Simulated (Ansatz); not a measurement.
Calculation log, MgTe (P6_3mc) (effective masses from band slopes)

Level of theory: PBEsol, PAW on Ansatz 0.2.0's default frozen-core files (fitted under PBE), scalar-relativistic.

Cell and atoms were relaxed beforehand by PAW with this functional.

The run reads the converged density of an earlier one (folder ck) and solves the listed points alone.

Launched as:

```sh
ansatz run input.yaml --threads 2 --pin off --max-ram 6144MiB --backend cpu --events-out ev --progress --plain --runs-dir out
```

Input:

```yaml
crystal:
  lattice:
    - [4.56269332601, 0.0, 0.0]
    - [-2.281346663, 3.95140833, 0.0]
    - [0.0, 0.0, 7.40810340567]
  atoms:
    - { symbol: Mg, position: [0.333333333333, 0.666666666667, 0.004008927353] }
    - { symbol: Mg, position: [0.666666666667, 0.333333333333, 0.504008927353] }
    - { symbol: Te, position: [0.333333333333, 0.666666666667, 0.380991072647] }
    - { symbol: Te, position: [0.666666666667, 0.333333333333, 0.880991072647] }
kpoints:
  mp_grid: { grid: [6, 6, 4] }
scf:
  occupations: { method: fixed }
hamiltonian:
  xc: pbesol
  pseudopotentials: { kind: paw }
output:
  eigenstates:
    kpoints:
      - [0.0, 0.0, 0.0]
      - [0.003630876, -0.001815438, 0.0]
      - [0.007261752, -0.003630876, 0.0]
      - [0.014523504, -0.007261752, 0.0]
      - [0.0, 0.003144431, 0.0]
      - [0.0, 0.006288862, 0.0]
      - [0.0, 0.012577723, 0.0]
      - [0.0, 0.0, 0.005895181]
      - [0.0, 0.0, 0.011790363]
      - [0.0, 0.0, 0.023580726]
      - [0.002567417, 0.00093974, 0.0]
      - [0.005134834, 0.00187948, 0.0]
      # ... 90 further points ...
      - [0.0, 0.008893793, 0.016674091]
      - [0.002096287, 0.000767294, 0.003403585]
      - [0.004192574, 0.001534589, 0.006807169]
      - [0.008385149, 0.003069178, 0.013614338]
    de_dk: true
    e_range: [-3, 5.383706379143]
checkpoint:
  read: ck
  post_process_only: true
```

The program printed:

```
basis.xc_grid: this run sums the functional at the earlier run's level, 2; the deck as this run reads it gives 1
Warning: RAYON_NUM_THREADS=2 ignored (pool sized by the plan → 2); use --threads N
Engine: ansatz 0.2.0, aarch64-unknown-linux-gnu
Pseudopotentials: kind: paw
Pseudopotential: Mg, paw, valence charge 10, recommended cutoff 420 eV (normal), Mg.paw.azcp
Pseudopotential: Te, paw, valence charge 16, recommended cutoff 420 eV (normal), Te.paw.azcp
Functional definition: PBEsol
  exchange = pbesol_x
  correlation = pbesol_c
Crystal: 4 atoms, lattice volume = 133.561 Å³
Basis set: ecut = 420 eV, 2635 PW (Γ), exchange–correlation on 64×64×100 points (8 copies of the dense FFT grid, shifted against one another)
Bands: 32, of which v1, the nominal top of the filled ones, is band 26 counted from 1 (25 counted from 0)
Symmetry: 12 space group operations
Space group: P63mc (ITA 186), of the structure as read, at distance tolerance 5.1e-5 Å
k-points: 21 of 144 (time reversal used)
Non-local potential: Mg, projectors of the file, l = 0: 3, l = 1: 2, l = 2: 1
Non-local potential: Te, projectors of the file, l = 0: 2, l = 1: 2, l = 2: 2, l = 3: 2
PAW form: soft (Blöchl's): semilocal exchange-correlation on the pseudo side does not see the compensation charge
PAW frozen core: Mg, regenerated for the run's functional, and the local potential with it (the file was generated under x = pbe(κ = 0.804, μ = 0.2195149727645171), c = pbe(β = 0.06672455060314922))
PAW frozen core: Te, regenerated for the run's functional, and the local potential with it (the file was generated under x = pbe(κ = 0.804, μ = 0.2195149727645171), c = pbe(β = 0.06672455060314922))
PAW one-centre angular grid: Mg, 110 points (default); XC on 64 Gauss nodes
PAW one-centre angular grid: Te, 590 points (default); XC on 64 Gauss nodes
Initial density: read from a saved state, or passed on in memory by an earlier SCF of this step, an earlier step, the calling program or the single point that the run made first
Stability of the state it starts from, as read at its close in the unpolarized treatment: not read negative (Ritz values of 1 − χ₀K, real part plus size of imaginary part, from 0.88 to 0.96, by its mixing steps under the symmetry ...
Initial wavefunctions: pseudopotential atomic-orbital guess
Functional: x = pbesol(κ = 0.804, μ = 0.12345679012345678), c = pbesol(β = 0.046)
NSCF: frozen V_eff on 21 k-points
SCF 1: post-processed at a frozen density
  greatest PAW one-centre occupation: 1.000 electrons in one spin orbital (limit 2), on the Mg atom at site 1 (counted from 0), in its partial waves of l = 0
NSCF: frozen V_eff on 106 k-points
post-processed at a frozen density (a non-self-consistent diagonalisation pass)
Frozen density: held to its close (this run's Kohn–Sham map moves it by 1.000 times the closing residual that it is held to, a close tighter than 2.5e-8 e/Å³ being held as that figure; up to 4 times is held)
Free energy (F): -17630.432688 eV
Harris-Foulkes:  -17630.432688 eV  (|F-HF|=7.28e-12)
Internal energy: -17630.432688 eV  (E = F + TS)
E sigma→0 (E₀):  -17630.432688 eV
Fermi energy:    4.343944 eV
--- Per-component energies (eV) ---
  E_band       = -1332.208571
  E_kinetic    = 513.732446
  E_local      = -6612.277772  (includes V_loc(G=0)·N_el)
  E_nonlocal   = -422.028540
  E_hartree    = 3144.359346
  E_xc         = -304.027880
  E_vxc        = -282.750244  (∫ρ·V_xc dr)
  E_paw        = -9733.862060  (= ΣΔE_a)
  E_vpaw       = -817.602790  (= ΣTr[D̂ρ^β])
  E_aug_tail   = -0.000391  (compensation charges beyond the density's cutoff)
  E_ewald      = -4217.195193
  E_core_change = 0.867355  (= ΣΔE_core)
  E_smearing   = -0.000000  (= −TS)
  E_closure    = 0.000000  (closes the sum)
  Σ components = -17630.432688   (vs F -17630.432688, Δ=0.00e0)
```

The pass finished at the stored density.

Masses along directions:

Band extrema of a crystal from Kohn-Sham levels and slopes, searched on the fine mesh and refined; masses in electron masses from slopes a step away, negative for holes; Cartesian axes as in the input; branches counted from each extremum; the finite step makes the lightest masses up to 3 per cent heavy.

```
Fine mesh : 8, 8, 6
```

| side | point | k a (r.l.u.) | k b (r.l.u.) | k c (r.l.u.) | direction | number | level from its edge (eV) | band mass (mₑ) |
| --- | --- | --- | --- | --- | --- | --- | --- | --- |
| conduction | Gamma | 0 | 0 | 0 | x | 1 | 0 | 0.1717 |
| conduction | Gamma | 0 | 0 | 0 | y | 1 | 0 | 0.1717 |
| conduction | Gamma | 0 | 0 | 0 | z | 1 | 0 | 0.1546 |
| conduction | Gamma | 0 | 0 | 0 | x+y | 1 | 0 | 0.1717 |
| conduction | Gamma | 0 | 0 | 0 | x+z | 1 | 0 | 0.1627 |
| conduction | Gamma | 0 | 0 | 0 | y+z | 1 | 0 | 0.1627 |
| conduction | Gamma | 0 | 0 | 0 | x+y+z | 1 | 0 | 0.1656 |
| conduction | general | 0 | -0.5 | 0.353 | x | 1 | 0.569 | 0.2935 |
| conduction | general | 0 | -0.5 | 0.353 | x | 2 | 0.923 | 0.184 |
| conduction | general | 0 | -0.5 | 0.353 | y | 1 | 0.569 | 1.115 |
| conduction | general | 0 | -0.5 | 0.353 | y | 2 | 0.923 | 0.6258 |
| conduction | general | 0 | -0.5 | 0.353 | z | 1 | 0.569 | 0.2611 |
| conduction | general | 0 | -0.5 | 0.353 | z | 2 | 0.923 | -0.3469 |
| conduction | general | 0 | -0.5 | 0.353 | x+y | 1 | 0.569 | 0.4647 |
| conduction | general | 0 | -0.5 | 0.353 | x+y | 2 | 0.923 | 0.2844 |
| conduction | general | 0 | -0.5 | 0.353 | x+z | 1 | 0.569 | 0.2763 |
| conduction | general | 0 | -0.5 | 0.353 | x+z | 2 | 0.923 | 0.7843 |
| conduction | general | 0 | -0.5 | 0.353 | y+z | 1 | 0.569 | 0.4232 |
| conduction | general | 0 | -0.5 | 0.353 | y+z | 2 | 0.923 | -1.555 |
| conduction | general | 0 | -0.5 | 0.353 | x+y+z | 1 | 0.569 | 0.3687 |
| conduction | general | 0 | -0.5 | 0.353 | x+y+z | 2 | 0.923 | 0.7236 |
| conduction | M | 0 | -0.5 | 0 | x | 1 | 0.692 | 0.1681 |
| conduction | M | 0 | -0.5 | 0 | y | 1 | 0.692 | 1.023 |
| conduction | M | 0 | -0.5 | 0 | z | 1 | 0.692 | 1.035 |
| conduction | M | 0 | -0.5 | 0 | x+y | 1 | 0.692 | 0.2887 |
| conduction | M | 0 | -0.5 | 0 | x+z | 1 | 0.692 | 0.2892 |
| conduction | M | 0 | -0.5 | 0 | y+z | 1 | 0.692 | 1.029 |
| conduction | M | 0 | -0.5 | 0 | x+y+z | 1 | 0.692 | 0.3801 |
| valence | Gamma | 0 | 0 | 0 | x | 1 | 0 | -4.978 |
| valence | Gamma | 0 | 0 | 0 | x | 2 | -0.023 | -2.803 |
| valence | Gamma | 0 | 0 | 0 | x | 3 | -0.023 | -0.1712 |
| valence | Gamma | 0 | 0 | 0 | y | 1 | 0 | -4.978 |
| valence | Gamma | 0 | 0 | 0 | y | 2 | -0.023 | -2.807 |
| valence | Gamma | 0 | 0 | 0 | y | 3 | -0.023 | -0.1711 |
| valence | Gamma | 0 | 0 | 0 | z | 1 | 0 | -0.1491 |
| valence | Gamma | 0 | 0 | 0 | z | 2 | -0.023 | -2.019 |
| valence | Gamma | 0 | 0 | 0 | z | 3 | -0.023 | -2.019 |
| valence | Gamma | 0 | 0 | 0 | x+y | 1 | 0 | -4.978 |
| valence | Gamma | 0 | 0 | 0 | x+y | 2 | -0.023 | -2.805 |
| valence | Gamma | 0 | 0 | 0 | x+y | 3 | -0.023 | -0.1711 |
| valence | Gamma | 0 | 0 | 0 | x+z | 1 | 0 | -0.2941 |
| valence | Gamma | 0 | 0 | 0 | x+z | 2 | -0.023 | -2.348 |
| valence | Gamma | 0 | 0 | 0 | x+z | 3 | -0.023 | -0.3103 |
| valence | Gamma | 0 | 0 | 0 | y+z | 1 | 0 | -0.2941 |
| valence | Gamma | 0 | 0 | 0 | y+z | 2 | -0.023 | -2.349 |
| valence | Gamma | 0 | 0 | 0 | y+z | 3 | -0.023 | -0.3103 |
| valence | Gamma | 0 | 0 | 0 | x+y+z | 1 | 0 | -0.4307 |
| valence | Gamma | 0 | 0 | 0 | x+y+z | 2 | -0.023 | -2.483 |
| valence | Gamma | 0 | 0 | 0 | x+y+z | 3 | -0.023 | -0.2434 |

Band extrema:

Principal masses of single bands.

- Fine mesh: 8, 8, 6
- Band gap: 2.384 eV
- Least direct gap on mesh: 2.384 eV

```
      side    point  k a (r.l.u.)  k b (r.l.u.)  k c (r.l.u.)  valleys  level (eV over the valence top)  mass light (mₑ)  mass middle (mₑ)  mass heavy (mₑ)
conduction    Gamma             0             0             0        1                            2.384           0.1546            0.1717           0.1717
conduction  general             0          -0.5         0.353        6                            2.952           0.2611            0.2935            1.115
conduction        M             0          -0.5             0        3                            3.075           0.1681             1.023            1.035
   valence    Gamma             0             0             0        1                                0          -0.1491            -4.978           -4.978
```

Known limits: frozen-core PAW files fitted under PBE, their cores solved anew for the functional of the run; no spin-orbit coupling on heavy atoms; semilocal gaps are low, and what follows the gap (onsets, screening, light masses) shifts with it.

It took 24 s on 2 threads of Arm Neoverse V1 (shared host), peak memory 0.47 GiB.
